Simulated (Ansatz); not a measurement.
Property card for BaTiO$_{3}$

Method: DFT PBE, scalar-relativistic, plane waves, PAW in Ansatz 0.2.0.

Settings: cutoff 420 eV, Γ-centred mesh 6×6×6 on the computed 5-atom cell, Gaussian smearing of 0.02 eV; no spin polarisation.

The structure is relaxed at this level of theory with its symmetry kept. Whether it is the stable form of this composition wasn't checked.

```
CELL_PARAMETERS angstrom
2.86319 1.65306 2.35650
-2.86319 1.65306 2.35650
0.00000 -3.30613 2.35650
ATOMIC_POSITIONS crystal
Ba 0.99460 0.99460 0.99460
Ti 0.48035 0.48035 0.48035
O 0.51120 0.51120 0.02185
O 0.02185 0.51120 0.51120
O 0.51120 0.02185 0.51120
```

| Item | Value |
| --- | --- |
| Space group | R3m (No. 160) |
| Volume per atom | 90.3 bohr³ |
| Formation energy from the elements' standard states (uncorrected) | -3.104 eV/atom |
| Kohn–Sham band gap | 2.62 eV, indirect from T to (-0.089, 0.021, 0.021) (the valley at (0.071, 0.000, 0.000) lies within 0.03 eV, so the order isn't resolved) |
| Löwdin character of the top 1 eV of the valence band | O 2p 93 % |
| Löwdin character of the lowest 1 eV of the conduction band | Ti 3d 81 %, O 2p 15 % |
| Electron masses at the edge by Cartesian direction of the standard setting (m_e; degenerate bands sorted by energy; no spin-orbit coupling) | x: 2.0; y: 2.2; z: 1.2 |
| Hole masses at the edge by Cartesian direction of the standard setting (m_e; degenerate bands sorted by energy; no spin-orbit coupling) | x: 1.3; y: 1.3; z: 2.5 |
| Bulk modulus | 95 GPa |
| Its pressure derivative | 7.5 |
| Electronic dielectric constant xx, yy, zz of the standard setting (independent particles) | 6.1, 6.1, 5.5 |
| Bader charges (e) | Ba (1 in the cell) 1.54, Ti (1 in the cell) 2.18, O (3 in the cell) -1.24 |

Spin-orbit coupling is left out, which matters for the bands of heavy elements.

A ferromagnetic start lost its moments in a first run, so spin was left out; other magnetic orders weren't tried.

Cost: 12 runs of about 12 core-minutes in all, on Arm Neoverse V1 (shared hosts).